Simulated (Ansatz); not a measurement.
Runs of Ansatz 0.2.0 on Na. The structure is cubic, space group Im-3m (No. 229). Conventional cell: a = 4.282 Å, b = 4.282 Å, c = 4.282 Å, α = 90.00°, β = 90.00°, γ = 90.00°. Na (site symmetry m-3m) is surrounded by 8 Na at 3.71 Å. 

| task | level | potentials or basis | spin | cell | k mesh | cutoff (eV) | smearing | driver | optimizer | fmax | steps | filter | other keys | gap on the mesh (eV) | pressure (GPa) | moment (μB) |
| --- | --- | --- | --- | --- | --- | --- | --- | --- | --- | --- | --- | --- | --- | --- | --- | --- |
| ladder of functionals | r2SCAN+D3(BJ)+ATM | Ansatz NC | off | cell strained at random at fixed volume | 7 × 7 × 7 | 1250 | fermi-dirac 0.05 eV | chain | - | - | - | - | - | none | -0.5 | - |
| relaxation of cell and atoms | LDA | Ansatz PAW earlier set | off | relaxed | 6 × 6 × 6 | 700 | fermi-dirac 0.15 eV | calculator | BFGS | 0.02 | 30 | StrainFilter | - | - | 0.0 | - |
| atomic charges | B3LYP5+D3(BJ) | Ansatz PAW | off | as given | 6 × 6 × 6 | 420 | fermi-dirac 0.05 eV | chain | - | - | - | - | - | none | -1.4 | - |
| band structure | exchange-only PBE | JTH PAW | collinear, ferromagnetic start | volume scaled by 0.96 | 9 × 9 × 9 | 1440 | tetrahedron | - | - | - | - | - | - | none | 0.9 | 0.00 |
| band structure | PBEsol | PseudoDojo PBEsol | collinear, ferromagnetic start | cell strained at random at fixed volume | 7 × 7 × 7 | 1197 | gaussian 0.15 eV | chain | - | - | - | - | - | none | -0.5 | 0.00 |
| electric field gradients | revPBE+D4 | JTH PAW | off | as given | 9 × 9 × 9 | 1440 | fermi-dirac 0.15 eV | chain | - | - | - | - | scf.mixing.algorithm = broyden; scf.mixing.beta = 0.3; … | none | 0.0 | - |
| Wannier functions | BLYP | SPMS NC | collinear, ferromagnetic start | as given | 9 × 9 × 9 | 653 | cold 0.025 eV | chain | - | - | - | - | scf.occupations.method = cold; scf.occupations.width = 0.025 | none | - | (a) |
| band structure | exchange-only PBE | JTH PAW | collinear, ferromagnetic start | volume scaled by 0.96 | 9 × 9 × 9 | 1440 | tetrahedron | chain | - | - | - | - | - | none | 0.9 | 0.00 |

**Question.** Fill in the values left out.

**Answer.** (a) 0.02.

Caveats: the potentials were made for another functional, which shifts forces and pressure (some runs); the starting moments weren't kept (some runs); pairwise dispersion overbinds metals, which lowers pressure and volume (some runs); the thresholds are loose for stress (some runs); with tetrahedron occupations forces and stress needn't match the slope of the energy (some runs).

A gap of «none» marks a metal or a gap under the smearing width.
